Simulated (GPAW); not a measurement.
# PbSe (Clausthalite) (Fm-3m) in GPAW: single point with PBE

Aim: the single point of PbSe (Clausthalite) with PBE.

Everything below comes from runs of GPAW 26.7.0. Logs are shortened: lines on timing, memory, paths and dates and some standing lists are left out, and cuts for length are marked. The log counts tension as positive stress, the text compression.

**The experiment to reproduce.**

A printed reference work, monograph reports, for a bulk crystal of PbSe at 300 K: band gap 0.28 eV (direct).

The runs below are set against these values where they give the same quantity.

### 1 Starting point

Symmetry: Fm-3m, No. 225, cubic system. Conventional cell: a = 6.121 Å, b = 6.121 Å, c = 6.121 Å, α = 90.00°, β = 90.00°, γ = 90.00°. Pb (site symmetry m-3m) is surrounded by 6 Se at 3.06 Å. Se (site symmetry m-3m) is surrounded by 6 Pb at 3.06 Å.

### 2 Single point, PBE

Contents of run.py:

```python
from ase import Atoms
from ase.dft.bandgap import bandgap
from ase.io import write
from ase.units import GPa
from gpaw import GPAW, PW

atoms = Atoms(['Pb', 'Se'],
              cell=[[0.0, 3.06065, 3.06065],
                    [3.06065, 0.0, 3.06065],
                    [3.06065, 3.06065, 0.0]],
              scaled_positions=[[0.0, 0.0, 0.0],
                                [0.5, 0.5, 0.5]],
              pbc=True)

calc = GPAW(mode=PW(500),
            xc='PBE',
            kpts={'size': (6, 6, 6), 'gamma': True},
            occupations={'name': 'fermi-dirac', 'width': 0.05},
            nbands=19,
            maxiter=120,
            txt='gpaw.txt')
atoms.calc = calc
energy = atoms.get_potential_energy()
forces = atoms.get_forces()
stress = atoms.get_stress()
calc.write('gs.gpw')
write('result.traj', atoms)
print(f'Energy: {energy:.6f} eV')
print('Forces (eV/A):')
print(forces.round(4))
print('Stress (GPa):', (stress / GPa).round(3))
print('Fermi level:', round(calc.get_fermi_level(), 4), 'eV')
print(f'Gap: {bandgap(calc)[0]:.4f} eV, direct: {bandgap(calc, direct=True)[0]:.4f} eV')
```

Potentials or basis: GPAW PAW data sets (gpaw-data 1.2.1), pw.

Command:

```
$ OMP_NUM_THREADS=1 python run.py
```

gpaw.txt:

```text
__  _  _
 | _ |_)|_||  |
 |__||  | ||/\| - 26.7.0

Input parameters:
  mode=PW(ecut=500.0),
  kpts=MonkhorstPack(size=(6, 6, 6), gamma=True),
  maxiter=120,
  nbands=19,
  occupations=Occupations(name='fermi-dirac', width=0.05),
  xc=XC(name='PBE')

Diagonalizing LCAO Hamiltonian
Converting LCAO to pw mode

                Se

       Pb

Atoms  # Å, Bohr magnetons
|   | symbol |        x |        y |        z |    initial magnetic moments |
|---|--------|----------|----------|----------|-----------------------------|
| 0 |     Pb | 0.000000 | 0.000000 | 0.000000 | ( 0.0000,  0.0000,  0.0000) |
| 1 |     Se | 3.060650 | 3.060650 | 3.060650 | ( 0.0000,  0.0000,  0.0000) |

Unit cell  # Å
| periodic |        x |        y |        z |  lengths |    angles |
|----------|----------|----------|----------|----------|-----------|
|      yes | 0.000000 | 3.060650 | 3.060650 | 4.328413 | 60.000000 |
|      yes | 3.060650 | 0.000000 | 3.060650 | 4.328413 | 60.000000 |
|      yes | 3.060650 | 3.060650 | 0.000000 | 4.328413 | 60.000000 |

Number of symmetries: 48
Symmetry operations  # r_c * U_cc + t_c -> r_c
|    | kind |            matrix            |
|----|------|------------------------------|
|  0 |  σ   |  1, 0, 0,  1, 0,-1,  1,-1, 0 |
|  1 |  C2  |  1, 0, 0,  1,-1, 0,  1, 0,-1 |
|  2 |  E   |  1, 0, 0,  0, 1, 0,  0, 0, 1 |
|  3 |  σ   |  1, 0, 0,  0, 0, 1,  0, 1, 0 |
|  4 |  C4  |  1, 0,-1,  1, 0, 0,  1,-1, 0 |
|  5 |  S6  |  1, 0,-1,  1,-1, 0,  1, 0, 0 |
|  6 |  σ   |  1, 0,-1,  0, 1,-1,  0, 0,-1 |
|  7 |  C3  |  1, 0,-1,  0, 0,-1,  0, 1,-1 |
|  8 |  S6  |  1,-1, 0,  1, 0, 0,  1, 0,-1 |
|  9 |  C4  |  1,-1, 0,  1, 0,-1,  1, 0, 0 |
| 10 |  C3  |  1,-1, 0,  0,-1, 1,  0,-1, 0 |
| 11 |  σ   |  1,-1, 0,  0,-1, 0,  0,-1, 1 |
| 12 |  σ   |  0, 1, 0,  1, 0, 0,  0, 0, 1 |
| 13 |  C4  |  0, 1, 0,  0, 1,-1, -1, 1, 0 |
| 14 |  C3  |  0, 1, 0,  0, 0, 1,  1, 0, 0 |
| 15 |  S6  |  0, 1, 0, -1, 1, 0,  0, 1,-1 |
| 16 |  C2  |  0, 1,-1,  1, 0,-1,  0, 0,-1 |
| 17 |  σ   |  0, 1,-1,  0, 1, 0, -1, 1, 0 |
| 18 |  S4  |  0, 1,-1,  0, 0,-1,  1, 0,-1 |
| 19 |  C4  |  0, 1,-1, -1, 1, 0,  0, 1, 0 |
| 20 |  C3  |  0, 0, 1,  1, 0, 0,  0, 1, 0 |
| 21 |  σ   |  0, 0, 1,  0, 1, 0,  1, 0, 0 |
| 22 |  S6  |  0, 0, 1,  0,-1, 1, -1, 0, 1 |
| 23 |  C4  |  0, 0, 1, -1, 0, 1,  0,-1, 1 |
| 24 |  S4  |  0, 0,-1,  1, 0,-1,  0, 1,-1 |
| 25 |  C3  |  0, 0,-1,  0, 1,-1,  1, 0,-1 |
| 26 |  C2  |  0, 0,-1,  0,-1, 0, -1, 0, 0 |
| 27 |  S6  |  0, 0,-1, -1, 0, 0,  0,-1, 0 |
| 28 |  S4  |  0,-1, 1,  1,-1, 0,  0,-1, 0 |
| 29 |  C4  |  0,-1, 1,  0, 0, 1, -1, 0, 1 |
| 30 |  C2  |  0,-1, 1,  0,-1, 0,  1,-1, 0 |
| 31 |  σ   |  0,-1, 1, -1, 0, 1,  0, 0, 1 |
| 32 |  C3  |  0,-1, 0,  1,-1, 0,  0,-1, 1 |
| 33 |  S6  |  0,-1, 0,  0, 0,-1, -1, 0, 0 |
| 34 |  S4  |  0,-1, 0,  0,-1, 1,  1,-1, 0 |
| 35 |  C2  |  0,-1, 0, -1, 0, 0,  0, 0,-1 |
| 36 |  C2  | -1, 1, 0,  0, 1, 0,  0, 1,-1 |
| 37 |  S6  | -1, 1, 0,  0, 1,-1,  0, 1, 0 |
| 38 |  S4  | -1, 1, 0, -1, 0, 1, -1, 0, 0 |
| 39 |  C3  | -1, 1, 0, -1, 0, 0, -1, 0, 1 |
| 40 |  S6  | -1, 0, 1,  0, 0, 1,  0,-1, 1 |
| 41 |  C2  | -1, 0, 1,  0,-1, 1,  0, 0, 1 |
| 42 |  C3  | -1, 0, 1, -1, 1, 0, -1, 0, 0 |
| 43 |  S4  | -1, 0, 1, -1, 0, 0, -1, 1, 0 |
| 44 |  C2  | -1, 0, 0,  0, 0,-1,  0,-1, 0 |
| 45 |  i   | -1, 0, 0,  0,-1, 0,  0, 0,-1 |
| 46 |  σ   | -1, 0, 0, -1, 1, 0, -1, 0, 1 |
| 47 |  C2  | -1, 0, 0, -1, 0, 1, -1, 1, 0 |

BZ-sampling:
  Number of BZ points: 216
  Number of IBZ points: 16

  Monkhorst-Pack size: [6, 6, 6]
  Monkhorst-Pack shift: [0.08333333333333333, 0.08333333333333333, 0.08333333333333333]

K-points  # in reciprocal-cell coordinates
|     |                                coordinates |     weight |
|-----|--------------------------------------------|------------|
|   0 | (  0.00000000,   0.00000000,   0.00000000) | 0.00462963 |
|   1 | (  0.16666667,   0.16666667,   0.00000000) | 0.02777778 |
|   2 | (  0.16666667,   0.16666667,   0.16666667) | 0.03703704 |
|   3 | (  0.33333333,   0.16666667,   0.16666667) | 0.05555556 |
|   4 | (  0.33333333,   0.33333333,  -0.33333333) | 0.05555556 |
|   5 | (  0.33333333,   0.33333333,   0.00000000) | 0.02777778 |
|   6 | (  0.33333333,   0.33333333,   0.16666667) | 0.11111111 |
|   7 | (  0.33333333,   0.33333333,   0.33333333) | 0.03703704 |
|   8 | (  0.50000000,   0.33333333,  -0.33333333) | 0.11111111 |
|   9 | (  0.50000000,   0.33333333,  -0.16666667) | 0.05555556 |
| ... |                                            |            |
|  15 | (  0.50000000,   0.50000000,   0.50000000) | 0.01851852 |

Plane wave coefficients: 1470
Cutoff: 500.0 eV

Spin-components: 1 (collinear spins)
Bands:           19
Projectors:      11
Spin-degeneracy: 2
Datatype:        complex128

Parallelization:
  kpt:    1
  domain: 1
  band:   1

Density:
  Valence electrons: 20.0
  Components: 1
  Grid points: [24 24 24]
  Charge: 0.0  # |e|

Potential:
  Grid points: [24 24 24]

species:
  Pb:
    name:    Lead
    Z:       82.0
    valence: 14
    core:    68
    charge:  0.0  # [|e|]
    compensation charges:
      type: gauss
      rc: 0.38  # [Å]
      lmax: 2
    cutoffs:
      filter: 2.36  # [Å]
      core: 2.43  # [Å]
    projectors
    | kind |    occ | energy [eV] | rcut [Å] |
    |------|--------|-------------|----------|
    |   6s |  2.000 |     -11.969 |    1.259 |
    |   6p |  2.000 |      -3.506 |    1.275 |
    |   5d | 10.000 |     -21.211 |    1.217 |
    |    s |        |      15.243 |    1.259 |
    |    p |        |      23.705 |    1.275 |
    |    d |        |       6.001 |    1.217 |

    Using partial waves for Pb as LCAO basis

  Se:
    name:    Selenium
    Z:       34.0
    valence: 6
    core:    28
    charge:  0.0  # [|e|]
    compensation charges:
      type: gauss
      rc: 0.27  # [Å]
      lmax: 2
    cutoffs:
      filter: 1.77  # [Å]
      core: 2.67  # [Å]
    projectors
    | kind |    occ | energy [eV] | rcut [Å] |
    |------|--------|-------------|----------|
    |   4s |  2.000 |     -17.277 |    0.847 |
    |   4p |  4.000 |      -6.512 |    1.005 |
    |    s |        |       9.935 |    0.847 |
    |    p |        |      20.699 |    1.005 |
    |    d |        |       0.000 |    0.847 |

    Using partial waves for Se as LCAO basis

Reference energy: -633377.995495  # eV

eigensolver:
  PPCG
  Converge bands: occupied
  niter=2

density mixing:
  MSR1-Mixer
  Pratt-step length: 0.05
  Maximum mixing coefficient: 0.75
  Old densities: 10
  SVD Regularization: 0.005
  Good broyden scale: 1.0
  Trust region scale: 1.0
  Backstep threshold: 4.0
  History deletion threshold: 6.0
  Fourier metric: weight=20.0, sigma=0.015

occupation numbers:
  Fermi-Dirac:
    width: 0.0500  # eV

poisson solver:
  ecut: 4000.0  # eV

xc functional:
  name: PBE with 2 nearest neighbor stencil

convergence criteria:
- Maximum [total energy] change in last 3 cyles: 0.0005 eV / valence electron
- Maximum integral of absolute [dens]ity change: 0.0001 electrons / valence electron
- Maximum integral of absolute [eigenst]ate change: 4e-08 eV^2 / valence electron
maximum number of iterations: 120

SCF iterations
|iter     | |      energy | eigst |  dens |
|---------|-|-------------|-------|-------|
|iter:   1| |   -8.646193 | -0.24 |       |
|iter:   2| |   -8.586923 | -2.07 | -1.24 |
|iter:   3| |   -8.394088 | -1.92 | -1.28 |
|iter:   4| |   -8.395660 | -3.80 | -1.90 |
|iter:   5| |   -8.396324c| -4.36 | -2.29 |
|iter:   6| |   -8.396353c| -5.65 | -3.23 |
|iter:   7| |   -8.396356c| -6.79 | -3.77 |
|iter:   8| |   -8.396356c| -7.76c| -4.47c|

Converged in 8 steps
Energy contributions relative to reference atoms: (reference = -633377.995495)

Energy contributions:
  Kinetic:          19.908922
  Coulomb:         -20.038916
  Zero:             -0.068072
  External:          0.000000
  Xc:               -8.197774
  Entropy:          -0.001035
  Spinorbit:         0.000000
  ----------------------------
  Free energy:      -8.396874
  Extrapolated:     -8.396356

dipole moment: (-25.873173, -25.873173, -25.873173)  # |e|*Ang

Fermi level: 6.261
Eigenvalues  # (at kpt = [0.000, 0.000, 0.000])
| band index |      eig [eV] | occ [0-2] |
|------------|---------------|-----------|
|          0 |       -10.722 |     2.000 |
|        ... |               |           |
|          2 |       -10.720 |     2.000 |
|          3 |       -10.720 |     2.000 |
|          4 |       -10.720 |     2.000 |
|          5 |        -7.480 |     2.000 |
|          6 |        -0.129 |     2.000 |
|          7 |         4.213 |     2.000 |
|          8 |         4.213 |     2.000 |
|          9 |         4.213 |     2.000 |
|         10 |        10.792 |     0.000 |
|         11 |        10.792 |     0.000 |
|         12 |        10.792 |     0.000 |
|         13 |        12.628 |     0.000 |
|         14 |        12.628 |     0.000 |
|         15 |        12.628 |     0.000 |
|         16 |        14.305 |     0.000 |
|         17 |        14.529 |     0.000 |
|         18 |        15.111 |     0.000 |

Gap: 0.244 eV
Transition (v -> c):
  (s=0, k=15, n=9, [0.50, 0.50, 0.50]) -> (s=0, k=15, n=10, [0.50, 0.50, 0.50])
No difference between direct/indirect transitions

Forces  # eV/Ang
|        x |       y |       z |
|----------|---------|---------|
| -0.00000 | 0.00000 | 0.00000 |  # Pb   0
| -0.00000 | 0.00000 | 0.00000 |  # Se   1

Stress tensor  # eV/Ang^3
|         x |         y |         z |
|-----------|-----------|-----------|
| -0.012315 |  0.000000 |  0.000000 |
|  0.000000 | -0.012315 | -0.000000 |
|  0.000000 | -0.000000 | -0.012315 |

# Writing to gs.gpw (mode='')
```

Run time: 8 s. Hardware: 1 thread of Intel Xeon at 2.60GHz (Ice Lake), shared host; peak memory 0.15 GiB.

What came out:

* Free energy: -8.3969 eV
* Pressure: 2.0 GPa
* Band gap on the k mesh: 0.24 eV, direct

Caveat: the cutoff is short for stress and forces, so pressures can be off by a GPa or more; spin-orbit coupling is left out, which as a rule narrows the gap of such compounds by several tenths of an eV.

### 3 Against experiment

Step 2. Measured gap of PbSe: 0.28 eV (direct; 300 K; a printed reference work, monograph). This calculation gives 0.24 eV (-0.04 eV). 2 values of this kind are on record (0.15 to 0.28 eV); this one was drawn at random. Spin-orbit coupling on Pb, Se is left out. The value is that of PBE on a finite k mesh, which can miss the band edges, without temperature or zero-point motion. Semilocal functionals fall short of measured gaps as a rule.
